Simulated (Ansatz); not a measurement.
As:

```
As
1.0
    -2.70368    0.00000   -2.70368
     0.00000   -2.70368   -2.70368
    -2.70368   -2.70368    0.00000
As
2
Direct
  0.27635 0.22714 0.25690
  0.72365 0.77286 0.74310
```

This isn't the form of As at room conditions, which is rhombohedral.

The cell isn't the ideal one: all atoms moved at random, sigma 0.1 Å a component.

Base run:

```yaml
Program: Ansatz 0.2.0
Functional: HSE06 form with a typed share of exact exchange
Potentials_or_basis: Ansatz PAW
Cutoff: "420 eV (not typed: the program's choice for these potentials)"
k_mesh: 5 × 5 × 5
Occupations: fermi-dirac, width 0.05 eV
Spin: no spin polarisation
```

Its results: band gap on the k mesh 0.18 eV, indirect (least direct gap 0.34 eV); pressure 2.7 GPa; largest force 0.794 eV/Å.

Task: The run is repeated on the same cell with these changes: screening (1/å) from 0.6 to 0.3. What comes out?

Result: Band gap on the k mesh 0.18 eV, indirect (least direct gap 0.37 eV); pressure 1.5 GPa; largest force 0.917 eV/Å.

Caveats: odd divisions of the mesh miss points on the zone boundary, where band edges often lie, so the gap on the mesh can be too wide; the PAW data sets come from PBE, with cores solved anew for the run's functional, which leaves a small shift of forces and pressure; the thresholds are loose for stress.

A k mesh can miss the band edges.
